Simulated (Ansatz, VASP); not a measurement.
# BN: VASP and Ansatz over several settings

```
N B
1.0
     0.00000    1.81300    1.81300
     1.81300    0.00000    1.81300
     1.81300    1.81300    0.00000
N B
1 1
Cartesian
  0.9065 0.9065 0.9065
  0.0000 0.0000 0.0000
```

The cell is a database's computed one.

Single points on this cell with VASP 6.6.1 and Ansatz 0.2.0. Each row is one pair of runs. Alike in all rows: spin: off; k mesh: 13 × 13 × 13; Ansatz's potentials, cutoff: Ansatz PAW, 420 eV.

```tsv
level	smearing	VASP's potentials, cutoff	gap on the k mesh at the Fermi level (eV), VASP	gap on the k mesh at the Fermi level (eV), Ansatz	least direct gap on the mesh (eV), VASP	least direct gap on the mesh (eV), Ansatz	pressure (GPa), VASP	pressure (GPa), Ansatz
PBE	fermi-dirac, width 0.05 eV	VASP PAW PBE potentials, release 64 (N, B), 520 eV	4.52	4.54	8.78	8.79	-0.2	-0.4
PBE	gaussian, width 0.02 eV	VASP PAW PBE potentials, release 64 (N, B), 500 eV	4.52	4.54	8.78	8.79	-0.2	-0.4
RPBE	gaussian, width 0.02 eV	VASP PAW PBE potentials, release 54 (N, B), 520 eV	4.55	4.57	8.83	8.85	5.6	5.4
PBE	gaussian, width 0.028 eV	VASP PAW PBE potentials, release 64 (N, B), 520 eV	4.52	4.54	8.78	8.79	-0.2	-0.4
PBE	gaussian, width 0.012 eV	VASP PAW PBE potentials, release 64 (N, B), 520 eV	4.52	4.54	8.78	8.79	-0.2	-0.4
PBE	gaussian, width 0.011 eV	VASP PAW PBE potentials, release 64 (N, B), 520 eV	?	4.54	?	8.79	?	-0.4
PBE	gaussian, width 0.013 eV	VASP PAW PBE potentials, release 64 (N, B), 520 eV	4.52	4.54	8.78	8.79	-0.2	-0.4
PBE	gaussian, width 0.021 eV	VASP PAW PBE potentials, release 64 (N, B), 520 eV	4.52	4.54	8.78	8.79	-0.2	-0.4
```

Problem. Fill in what VASP gave in row 6.

Solution. gap on the k mesh at the Fermi level (eV): 4.52; least direct gap on the mesh (eV): 8.78; pressure (GPa): -0.2.

Caveats: an odd mesh through Γ misses points on the zone boundary, where band edges often lie (VASP); the PAW data sets were made with another functional, which shifts forces and pressure a little (VASP); odd divisions of the mesh miss points on the zone boundary, where band edges often lie, so the gap on the mesh can be too wide (Ansatz); the pressure holds a Pulay correction of +1.1 GPa for the finite cutoff (Ansatz); the pressure holds a Pulay correction of +0.9 GPa for the finite cutoff (Ansatz); the PAW data sets come from PBE, with cores solved anew for the run's functional, which leaves a small shift of forces and pressure (Ansatz).
